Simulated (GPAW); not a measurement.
FeO (Wuestite):

```xyz
2
Lattice="1.5188 0.8769 2.5196 -1.5188 0.8769 2.5196 0.0000 -1.7538 2.5196" Properties=species:S:1:pos:R:3 pbc="T T T"
Fe    0.0000    0.0000    0.0000
O     0.0000    0.0000    3.7794
```

Base run:

- Program: GPAW 26.7.0
- Functional: PBEsol
- Potentials or basis: PAW data sets generated in the run's folder for this functional
- Cutoff: 800 eV
- Basis: pw
- k mesh: 8 × 8 × 8
- Occupations: fermi-dirac, width 0.05 eV
- Spin: collinear spin, ferromagnetic start
- Starting moments: [3.0, 0.0] μB
- Hubbard terms: Fe d U = 6 eV

Its results: pressure -4.9 GPa; net moment 4.03 μB per cell; site moments Fe +3.81; O +0.15 μB.

Task: The run is repeated on the same cell with these changes: hubbard terms from Fe d U = 6 eV to Fe d U = 2 eV. What comes out?

Result: Pressure -7.3 GPa; net moment 4.00 μB per cell; site moments Fe +3.63; O +0.20 μB.

Caveats: a cell with one magnetic atom can't hold antiferromagnetic order, which such compounds often take.
